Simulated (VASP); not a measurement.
# SiO₂ (rutile): a r²SCAN single-point calculation in VASP

INCAR

```
EDIFF = 1E-7
ALGO = Normal
IBRION = -1
NELM = 120
LCHARG = .TRUE.
SIGMA = 0.01
ISMEAR = 0
LASPH = .TRUE.
NBANDS = 25
LELF = .TRUE.
PREC = Accurate
LWAVE = .FALSE.
LREAL = .FALSE.
ISIF = 2
METAGGA = R2SCAN
NSW = 0
ENCUT = 520
```

KPOINTS

```
KPOINTS created by Atomic Simulation Environment
0
Gamma
6 6 10
0 0 0
```

KPOINTS_OPT

```
special points
6
Reciprocal
0.0000000000 0.0000000000 0.0000000000 1
0.0000000000 0.5000000000 0.0000000000 1
0.5000000000 0.5000000000 0.0000000000 1
0.0000000000 0.0000000000 0.5000000000 1
0.0000000000 0.5000000000 0.5000000000 1
0.5000000000 0.5000000000 0.5000000000 1
```

POSCAR

```
Si O
 1.0000000000000000
     4.1851887986229350   -0.0000000000000000   -0.0000000000000000
    -0.0000000000000000    4.1851887986229350   -0.0000000000000000
    -0.0000000000000000   -0.0000000000000000    2.6688398909557165
 Si  O
   2   4
Cartesian
  0.0000000000000000  0.0000000000000000  0.0000000000000000
  2.0925943993114675  2.0925943993114675  1.3344199454778582
  1.2810905139318338  1.2810905139318338 -0.0000000000000000
  0.8115038853796336  3.3736849132433004  1.3344199454778582
  3.3736849132433004  0.8115038853796336  1.3344199454778582
  2.9040982846911012  2.9040982846911012 -0.0000000000000000
```

VASP ran with the recommended PBE PAW datasets (32 valence electrons in the cell).

Command

```
mpirun -np 1 vasp_std
```

OSZICAR

```
N       E                     dE             d eps       ncg     rms          rms(c)
DAV:   1     0.122013436785E+03    0.12201E+03   -0.18193E+04  3016   0.127E+03
DAV:   2    -0.655409765871E+02   -0.18755E+03   -0.17966E+03  3858   0.288E+02
DAV:   3    -0.728235881916E+02   -0.72826E+01   -0.72495E+01  3964   0.537E+01
DAV:   4    -0.728681159800E+02   -0.44528E-01   -0.44511E-01  3530   0.489E+00
DAV:   5    -0.728684408399E+02   -0.32486E-03   -0.32480E-03  4056   0.403E-01    0.179E+01
DAV:   6    -0.585315152440E+02    0.14337E+02   -0.83094E+00  3839   0.182E+01    0.989E+00
DAV:   7    -0.587237361991E+02   -0.19222E+00   -0.16331E+00  3919   0.842E+00    0.364E+00
DAV:   8    -0.587791795621E+02   -0.55443E-01   -0.82039E-02  3483   0.234E+00    0.104E+00
DAV:   9    -0.587857966295E+02   -0.66171E-02   -0.28232E-02  3856   0.118E+00    0.369E-01
DAV:  10    -0.587856090079E+02    0.18762E-03   -0.12284E-03  3780   0.263E-01    0.164E-01
DAV:  11    -0.587856479833E+02   -0.38975E-04   -0.98460E-05  3683   0.825E-02    0.995E-03
DAV:  12    -0.587856480719E+02   -0.88612E-07   -0.22567E-06  3876   0.120E-02    0.609E-03
DAV:  13    -0.587856479390E+02    0.13292E-06   -0.65459E-07  3820   0.579E-03    0.225E-03
DAV:  14    -0.587856479338E+02    0.52041E-08   -0.27185E-08  2311   0.124E-03
   1 F= -.58785648E+02 E0= -.58785648E+02  d E =-.773192E-90
       N       E                     dE             ncg
DAV:   1     0.413416348752E+04   -0.48056E+04      308
DAV:   2     0.307510870704E+04   -0.10591E+04      372
DAV:   3     0.303300259762E+04   -0.42106E+02      391
DAV:   4     0.303271584740E+04   -0.28675E+00      366
DAV:   5     0.303271355961E+04   -0.22878E-02      400
DAV:   6     0.303271352601E+04   -0.33608E-04      390
DAV:   7     0.303271352534E+04   -0.66330E-06      376
DAV:   8     0.303271352533E+04   -0.14989E-07      287
```

From OUTCAR

```
k-points           NKPTS =     60   k-points in BZ     NKDIM =     60   number of bands    NBANDS=     25

   NELECT =      32.0000    total number of electrons

   dimension x,y,z NGX =    32 NGY =   32 NGZ =   20
   dimension x,y,z NGXF=    64 NGYF=   64 NGZF=   40

  energy-cutoff  :      520.00
  volume of cell :       46.75
      direct lattice vectors                 reciprocal lattice vectors
     4.185188799  0.000000000  0.000000000     0.238937847  0.000000000  0.000000000
     0.000000000  4.185188799  0.000000000     0.000000000  0.238937847  0.000000000
     0.000000000  0.000000000  2.668839891     0.000000000  0.000000000  0.374694639

 k-points in reciprocal lattice and weights: KPOINTS created by Atomic Simulation Env
   0.00000000  0.00000000  0.00000000       0.003
   0.16666667  0.00000000  0.00000000       0.011
   0.33333333  0.00000000  0.00000000       0.011
   0.50000000  0.00000000  0.00000000       0.006
   0.16666667  0.16666667  0.00000000       0.011
   0.33333333  0.16666667  0.00000000       0.022
   0.50000000  0.16666667  0.00000000       0.011
   0.33333333  0.33333333  0.00000000       0.011
   ...

 E-fermi :   7.9284

 k-point     1 :       0.0000    0.0000    0.0000
  band No.  band energies     occupation
      1     -15.7435      2.00000
      2     -12.1600      2.00000
      3     -12.1600      2.00000
      4     -11.9007      2.00000
      5      -3.2429      2.00000
      6       1.2824      2.00000
      7       1.2824      2.00000
      8       1.4719      2.00000
      9       2.3307      2.00000
     10       2.6123      2.00000
     11       4.6109      2.00000
     12       4.6109      2.00000
     13       5.2696      2.00000
     14       6.9058      2.00000
     15       6.9058      2.00000
     16       7.7882      2.00000
     17      14.2972      0.00000
     18      15.4247      0.00000
     19      17.2598      0.00000
     20      17.2598      0.00000
     21      19.8353      0.00000
     22      20.5706      0.00000
     23      23.3006      0.00000
     24      23.3006      0.00000
     25      24.7706      0.00000

 k-point     2 :       0.1667    0.0000    0.0000
  band No.  band energies     occupation
      1     -15.5972      2.00000
      2     -12.7903      2.00000
      3     -12.0878      2.00000
      4     -11.5762      2.00000
      5      -3.0365      2.00000
      6       0.5285      2.00000
      7       1.3398      2.00000
      8       2.0067      2.00000
      9       2.4427      2.00000
     10       3.1982      2.00000
     11       4.3554      2.00000
     12       4.6754      2.00000
     13       5.3047      2.00000
     14       6.3140      2.00000
     15       6.8546      2.00000
     16       7.5727      2.00000
     17      14.7422      0.00000
     18      15.6743      0.00000
     19      17.3056      0.00000
     20      17.3457      0.00000
     21      20.3066      0.00000
     22      20.8019      0.00000
     23      22.4876      0.00000
     24      22.6750      0.00000
     25      24.5858      0.00000

 k-point     3 :       0.3333    0.0000    0.0000
  band No.  band energies     occupation
      1     -15.1702      2.00000
      2     -13.6648      2.00000
      3     -11.8948      2.00000
      4     -11.4951      2.00000
      5      -2.4751      2.00000
      6      -0.6100      2.00000
      7       2.0169      2.00000
      8       2.7647      2.00000
      9       2.9442      2.00000
     10       3.7267      2.00000
     11       3.8256      2.00000
     12       4.8488      2.00000
     13       4.9929      2.00000
     14       5.2518      2.00000
     15       6.7358      2.00000
     16       7.0566      2.00000
     17      15.6986      0.00000
     18      16.2886      0.00000
     19      17.5329      0.00000
     20      17.6758      0.00000
     21      20.2109      0.00000
     22      20.9834      0.00000
     23      21.4704      0.00000
     24      22.8412      0.00000
     25      23.9858      0.00000

 k-point     4 :       0.5000    0.0000    0.0000
  band No.  band energies     occupation
      1     -14.5008      2.00000
      2     -14.5008      2.00000
      3     -11.6544      2.00000
      4     -11.6544      2.00000
      5      -1.6466      2.00000
      6      -1.6466      2.00000
      7       3.1861      2.00000
      8       3.1861      2.00000
      9       3.2524      2.00000
     10       3.2524      2.00000
     11       3.8581      2.00000
     12       3.8581      2.00000
     13       5.0713      2.00000
     14       5.0713      2.00000
     15       6.7101      2.00000
     16       6.7101      2.00000
     17      16.4877      0.00000
     18      16.4877      0.00000
     19      17.8396      0.00000
     20      17.8396      0.00000
     21      19.8730      0.00000
     22      19.8730      0.00000
     23      22.5187      0.00000
     24      22.5187      0.00000
     25      23.9927      0.00000

 k-point     5 :       0.1667    0.1667    0.0000
  band No.  band energies     occupation
      1     -15.4548      2.00000
      2     -12.9709      2.00000
      3     -12.2490      2.00000
      4     -11.4869      2.00000
      5      -2.8069      2.00000
      6       0.4279      2.00000
      7       1.1839      2.00000
      8       2.2941      2.00000
      9       2.5522      2.00000
     10       3.5431      2.00000
     11       4.3012      2.00000
     12       4.5785      2.00000
     13       5.2971      2.00000
     14       5.9615      2.00000
     15       6.6391      2.00000
     16       7.3910      2.00000
     17      15.0380      0.00000
     18      15.9274      0.00000
     19      17.1533      0.00000
     20      17.7619      0.00000
     21      20.6049      0.00000
     22      21.0414      0.00000
     23      21.8727      0.00000
     24      22.4796      0.00000
     25      24.4706      0.00000

 k-point     6 :       0.3333    0.1667    0.0000
  band No.  band energies     occupation
      1     -15.0410      2.00000
      2     -13.6325      2.00000
      3     -12.1355      2.00000
      4     -11.5692      2.00000
      5      -2.2000      2.00000
      6      -0.3871      2.00000
      7       1.7630      2.00000
      8       2.8659      2.00000
      9       3.1199      2.00000
     10       3.7390      2.00000
     11       3.8758      2.00000
     12       4.7067      2.00000
     13       4.9652      2.00000
     14       5.1832      2.00000
     15       6.4522      2.00000
     16       6.9246      2.00000
     17      15.6888      0.00000
     18      16.4439      0.00000
     19      17.5108      0.00000
     20      18.1335      0.00000
     21      20.2861      0.00000
     22      21.2341      0.00000
     23      21.7249      0.00000
     24      22.6324      0.00000
     25      24.0703      0.00000

 k-point     7 :       0.5000    0.1667    0.0000
  band No.  band energies     occupation
      1     -14.4010      2.00000
      2     -14.4010      2.00000
      3     -11.8414      2.00000
      4     -11.8414      2.00000
      5      -1.3556      2.00000
      6      -1.3556      2.00000
      7       2.8777      2.00000
      8       2.8777      2.00000
      9       3.3366      2.00000
     10       3.3366      2.00000
     11       4.0863      2.00000
     12       4.0863      2.00000
     13       4.9549      2.00000
     14       4.9549      2.00000
     15       6.5209      2.00000
     16       6.5209      2.00000
     17      16.3688      0.00000
     18      16.3688      0.00000
     19      18.0824      0.00000
     20      18.0824      0.00000
     21      20.2861      0.00000
     22      20.2861      0.00000
     23      22.7637      0.00000
     24      22.7637      0.00000
     25      23.4783      0.00000

 k-point     8 :       0.3333    0.3333    0.0000
  band No.  band energies     occupation
      1     -14.6745      2.00000
      2     -13.7111      2.00000
      3     -12.4197      2.00000
      4     -11.8676      2.00000
      5      -1.5063      2.00000
      6      -0.1295      2.00000
      7       1.5259      2.00000
      8       3.1508      2.00000
      9       3.2212      2.00000
     10       3.7470      2.00000
     11       3.8819      2.00000
     12       4.5144      2.00000
     13       4.9672      2.00000
     14       5.0497      2.00000
     15       5.9328      2.00000
     16       6.5060      2.00000
     17      15.8415      0.00000
     18      16.5150      0.00000
     19      18.0197      0.00000
     20      18.6173      0.00000
     21      20.5106      0.00000
     22      21.8653      0.00000
     23      22.3254      0.00000
     24      22.4205      0.00000
     25      23.7417      0.00000

 ...

  Total        0.0296451      0.0296451      0.2915155     -0.0000000      0.0000000      0.0000000
  in kB        1.0160402      1.0160402      9.9912466     -0.0000000      0.0000000      0.0000000
  external PRESSURE =       4.0077756 kB  Pullay stress =       0.0000000 kB

 POSITION                                       TOTAL-FORCE (eV/Angst)
 -----------------------------------------------------------------------------------
      0.00000      0.00000      0.00000         0.000000      0.000000     -0.000000
      2.09259      2.09259      1.33442         0.000000      0.000000     -0.000000
      1.28109      1.28109      0.00000        -0.015201     -0.015201      0.000000
      0.81150      3.37368      1.33442         0.015201     -0.015201     -0.000000
      3.37368      0.81150      1.33442        -0.015201      0.015201     -0.000000
      2.90410      2.90410      0.00000         0.015201      0.015201     -0.000000
 -----------------------------------------------------------------------------------
    total drift:                                0.000000      0.000000      0.000000

  FREE ENERGIE OF THE ION-ELECTRON SYSTEM (eV)
  ---------------------------------------------------
  free  energy   TOTEN  =       -58.7856479338 eV

  energy  without entropy=      -58.7856479338  energy(sigma->0) =      -58.78564793
```

| Property | Result |
| --- | --- |
| gap between bands v and c | 6.51 eV |
| least direct gap | 6.51 eV |
| pressure | 0.4 GPa |
| largest force | 0.02 eV/Å |

Band v is the last that the valence electrons fill when counted band by band, and c is the next.

The run took about 1.9 min on one core of a shared host (Intel Xeon Platinum 8488C) and held 0.22 GiB at most.
